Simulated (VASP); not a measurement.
Input of a VASP 6.6.1 run:

File INCAR:

```
ALGO = Fast
EDIFF = 1E-7
ENCUT = 520
GGA = PE
ISIF = 2
ISMEAR = 0
LASPH = T
LCHARG = F
LREAL = F
LWAVE = F
NBANDS = 18
NELM = 100
PREC = Accurate
SIGMA = 0.1
```

The input KPOINTS:

```
k-points
0
Gamma
  6 6 6
```

File POSCAR:

```
GaH6
1.0
   -2.1211232192      2.1211232192      2.1211232192
    2.1211232192     -2.1211232192      2.1211232192
    2.1211232192      2.1211232192     -2.1211232192
Ga H
1 6
Direct
    0.0000000000      0.0000000000      0.0000000000
    0.5000000000      0.2500000000      0.7500000000
    0.5000000000      0.7500000000      0.2500000000
    0.7500000000      0.5000000000      0.2500000000
    0.2500000000      0.5000000000      0.7500000000
    0.2500000000      0.7500000000      0.5000000000
    0.7500000000      0.2500000000      0.5000000000
```

Potentials or basis: VASP PAW PBE potentials, release 64 (Ga_d, H).

Run with:

```console
$ cat potpaw_PBE.64/Ga_d/POTCAR potpaw_PBE.64/H/POTCAR > POTCAR
$ mpirun -np 1 vasp_std > vasp.out
```

Problem. Predict the band gap on the k mesh.

Solution. None (metal or under the smearing width).

Problem. Estimate the pressure.

Solution. -0.1 GPa.
